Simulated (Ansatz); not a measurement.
# BN: the cost of one run

Computed with Ansatz 0.2.0 (DFT LDA+D3(BJ), scalar-relativistic, plane waves, PAW, unless a step's input says otherwise).

2 further runs of the same task are left out: 2 set aside as unsound or not needed.

## Step 1: The structure to begin with

It takes space group Fmm2 (No. 42, orthorhombic). Conventional cell: a = 2.485 Å, b = 6.056 Å, c = 4.291 Å, α = 90.00°, β = 90.00°, γ = 90.00°. B (site symmetry mm2) has 3 N at 1.43 Å as nearest neighbours. N (site symmetry mm2) has 3 B at 1.43 Å as nearest neighbours.

As a file:

```
B N
1.0
     0.00000    3.02807    2.14558
     1.24267    0.00000    2.14558
     1.24267    3.02807    0.00000
B N
1 1
Direct
  0.00023 0.00023 0.99977
  0.66647 0.66647 0.33353
```

It goes back to an entry of the Materials Project, which need not be the stable form.

This cell was relaxed beforehand with the same method: volume 8.07 Å³/atom, gap on the mesh 2.85 eV.

## Step 4: Plan of the scan

The energy is mapped over volume and the cell's shape.

- volume per atom: 5 values from 7.428 to 8.719 Å³
- stretch along a over the lengths across it, relative to the relaxed cell: 5 values from 0.923 to 1.083

Relaxed at each point: the atoms inside the fixed cell. Energies count from the relaxed crystal. Points are written as (first, second).

(The set-up runs are not shown.)

## Step 5: The run at (7.428 Å³, 1.083)

The input, input.yaml:

```yaml
crystal:
  lattice:
    - [0.0, 2.8674242926, 2.0317498157]
    - [1.2749985939, 0.0, 2.0317498157]
    - [1.2749985939, 2.8674242926, 0.0]
  atoms:
    - { symbol: B, position: [0.0002266863, 0.0002266863, 0.9997733137] }
    - { symbol: "N", position: [0.6664733037, 0.6664733037, 0.3335266963] }
basis:
  ecutwfc: 520.0
kpoints:
  mp_grid: { grid: [12, 12, 12] }
hamiltonian:
  xc: lda
  pseudopotentials: { kind: paw, azcp: { folder: soft_1 } }
  dispersion: d3bj
scf:
  occupations: { method: gaussian, width: 0.05 }
output:
  forces: true
  stress: true
  eigenvalues: true
relax:
  adjacent_minimum: "off"
  f_tol: 0.01
  max_steps: 30
```

Run with:

```sh
> ansatz run input.yaml --threads 1 --pin off --max-ram 2048MiB --backend cpu --events-out ev --progress --plain --runs-dir out
```

What time and memory should one allow on 1 thread of Intel Xeon 6975P-C (Granite Rapids), shared host?

About 13 s, with a peak of 0.42 GiB.
